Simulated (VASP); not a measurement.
Write the native input for VASP 6.6.1 that does the following.

* Task: single point
* Functional: LDA
* Potentials or basis: VASP PAW LDA potentials, release 64 (Mg, I)
* Cutoff: 520 eV
* k mesh: 6 × 6 × 4
* Occupations: gaussian, width 0.05 eV
* Spin: no spin polarisation
* Dipole correction: no
* Further INCAR settings: ALGO = Normal; EDIFF = 1e-06; NBANDS = 15

The structure of MgI2 lies in POSCAR:

```
MgI2
1.0
    4.1537001214      0.0000000000      0.0000000000
   -2.0768500607      3.5972098248      0.0000000000
    0.0000000000      0.0000000000      6.8620000000
Mg I
1 2
Direct
    0.0000000000      0.0000000000      0.0000000000
    0.3739773903      0.6869886951      0.7280772998
    0.7073107236      0.3536553618      0.2128172998
```

The cell isn't the ideal one: all I atoms moved -0.250 Å, as atom 2 towards its neighbour atom 3 (I) at 4.101 Å.

The input as run:

INCAR

```
PREC = Accurate
ENCUT = 520
EDIFF = 1E-6
ISMEAR = 0
SIGMA = 0.05
LREAL = F
LASPH = T
NELM = 100
ALGO = Normal
ISIF = 2
LWAVE = F
LCHARG = F
NBANDS = 15
```

KPOINTS

```
Automatic mesh
0
Gamma
  6 6 4
```

Potentials or basis: VASP PAW LDA potentials, release 64 (Mg, I).

The run is started by

```console
$ cat potpaw_LDA.64/Mg/POTCAR potpaw_LDA.64/I/POTCAR > POTCAR
$ mpirun -np 1 vasp_std > vasp.out
```

It gave:

* Pressure: -1.0 GPa
* Largest force: 1.151 eV/Å
* Band gap on the k mesh: 2.96 eV, indirect (least direct gap 3.00 eV)

Caveat: spin-orbit coupling is left out, which moves the levels of the heavy elements; forces of over 1 eV/Å show positions far from the minimum, so gaps and moduli don't describe the material at rest.

It took 72 s on 1 thread of Intel(R) Xeon(R) Platinum 8259CL CPU @ 2.50GHz (Skylake/Cascade Lake) (shared host), peak memory 0.23 GiB.
